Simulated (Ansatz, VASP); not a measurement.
# One calculation of GaN, two programs

```
CELL_PARAMETERS angstrom
0.00000 1.99250 1.99250
1.99250 0.00000 1.99250
1.99250 1.99250 0.00000
ATOMIC_POSITIONS crystal
Ga 0.50000 0.50000 0.50000
N 0.00000 0.00000 0.00000
```

Alike in both runs: task electric field gradients; functional PBE; k mesh 13 × 13 × 13; occupations fermi-dirac, width 0.02 eV; no spin polarisation.

```csv
,VASP,Ansatz
version,VASP 6.6.1,Ansatz 0.2.0
potentials or method,"VASP PAW PBE potentials, release 64 (Ga_d, N), cutoff 520 eV","all-electron PAW with datasets made for the crystal, scalar-relativistic"
```

```csv
,VASP,Ansatz,Ansatz less VASP
gap on the k mesh at the Fermi level (eV),1.91,1.93,+0.018
Vzz of the field gradient on the site that differs most (V/Å²),0.0,0.0,0.00
```

Ansatz ran all-electron here, so the differences hold the error of VASP's frozen core and of both bases.

Caveats: an odd mesh through Γ misses points on the zone boundary, where band edges often lie. PBE gaps usually lie below the measured ones, often by a third to a half.
